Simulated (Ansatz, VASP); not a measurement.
BaZrO3: VASP beside Ansatz

File INCAR:

```
SYSTEM = BaZrO3
ALGO = Normal
EDIFF = 1E-6
EDIFFG = -0.005
ENCUT = 600
GGA = PE
IBRION = 2
ISIF = 3
ISMEAR = 0
LASPH = .TRUE.
LCHARG = .FALSE.
LREAL = .FALSE.
LWAVE = .FALSE.
NELM = 60
NSW = 100
PREC = Accurate
SIGMA = 0.02
```

Contents of KPOINTS:

```
k-points
0
G
  6 6 6
  0 0 0
```

POSCAR

```
BaZrO3
1.0
    4.2123871500      0.0000000000      0.0000000000
    0.0000000000      4.2123871500      0.0000000000
    0.0000000000      0.0000000000      4.2123871500
Ba Zr O
1 1 3
Direct
    0.0000000000      0.0000000000      0.0000000000
    0.5000000000      0.5000000000      0.5000000000
    0.5000000000      0.0000000000      0.5000000000
    0.5000000000      0.5000000000      0.0000000000
    0.0000000000      0.5000000000      0.5000000000
```

Input for Ansatz:

```yaml
crystal:
  lattice:
    - [4.21238715, 0.0, 0.0]
    - [0.0, 4.21238715, 0.0]
    - [0.0, 0.0, 4.21238715]
  atoms:
    - { symbol: Ba, position: [0.0, 0.0, 0.0] }
    - { symbol: Zr, position: [0.5, 0.5, 0.5] }
    - { symbol: O, position: [0.5, 0.0, 0.5] }
    - { symbol: O, position: [0.5, 0.5, 0.0] }
    - { symbol: O, position: [0.0, 0.5, 0.5] }
basis:
  ecutwfc: 420
kpoints:
  mp_grid: { grid: [6, 6, 6] }
hamiltonian:
  xc: pbe
scf:
  occupations: { method: gaussian, width: 0.02 }
output:
  forces: true
  stress: true
  eigenvalues: true
relax:
  adjacent_minimum: "off"
  f_tol: 0.005
  max_steps: 80
  cell: { stress_tol: 0.05 }
```

The cell is a database's computed one.

Alike in both runs: task relaxation of cell and atoms; functional PBE; k mesh 6 × 6 × 6; occupations gaussian, width 0.02 eV; no spin polarisation.

|  | VASP | Ansatz |
| --- | --- | --- |
| version | VASP 6.6.1 | Ansatz 0.2.0 |
| potentials or method | VASP PAW PBE potentials, release 64 (Ba_sv, Zr_sv, O) | scalar-relativistic, plane waves, PAW |
| plane-wave cutoff (eV) | 600 | 420 |
| valence electrons in the cell | 40 | 40 |

|  | VASP | Ansatz | Ansatz less VASP |
| --- | --- | --- | --- |
| gap on the k mesh at the Fermi level, each at its own relaxed structure (eV) | 3.12 | 3.18 | +0.059 |
| relaxed volume (Å³/atom) | 15.19 | 15.10 | -0.085 |
| relaxed cell length with the largest relative difference (Å) | 4.235 | 4.227 | -0.0079 |
| energy change over the relaxation (meV/atom) | -2 | -1 | +1.0 |

Caveats: spin-orbit coupling is left out, which moves the levels of the heavy elements. A k mesh can miss the band edges.
